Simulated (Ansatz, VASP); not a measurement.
## GaAs in VASP and in Ansatz

```
As Ga
1.0
     0.00000    2.82685    2.82685
     2.82685    0.00000    2.82685
     2.82685    2.82685    0.00000
As Ga
1 1
Direct
  0.75000 0.75000 0.75000
  0.00000 0.00000 0.00000
```

Alike in both runs: task relaxation of cell and atoms; functional revPBE; k mesh 8 × 8 × 8; occupations fermi-dirac, width 0.05 eV; no spin polarisation.

|  | VASP | Ansatz |
| --- | --- | --- |
| version | VASP 6.6.1 | Ansatz 0.2.0 |
| potentials or method | VASP PAW PBE potentials, release 64 (As, Ga_d) | Ansatz PAW |
| plane-wave cutoff (eV) | 600 | 420 |
| valence electrons in the cell | 18 | 28 |

Ansatz gave:

```
relaxed volume (Å³/atom)                                     : 24.24
relaxed cell length with the largest relative difference (Å) : 4.093
energy change over the relaxation (meV/atom)                 : -22
```

Task: Which values does VASP return?

Result: Relaxed volume (Å³/atom): 24.30; relaxed cell length with the largest relative difference (Å): 4.096; energy change over the relaxation (meV/atom): -24.

The two sets of potentials don't hold the same shells in valence.

Caveats: the PAW data sets were made with another functional, which shifts forces and pressure a little (VASP); the plane-wave basis is chosen anew once the cell has moved, so the energies of steps on either side of that aren't comparable (Ansatz); the PAW data sets come from PBE, with cores solved anew for the run's functional, which leaves a small shift of forces and pressure (Ansatz). revPBE gives volumes clearly too large for solids. Zero-point motion and thermal expansion aren't in these numbers.
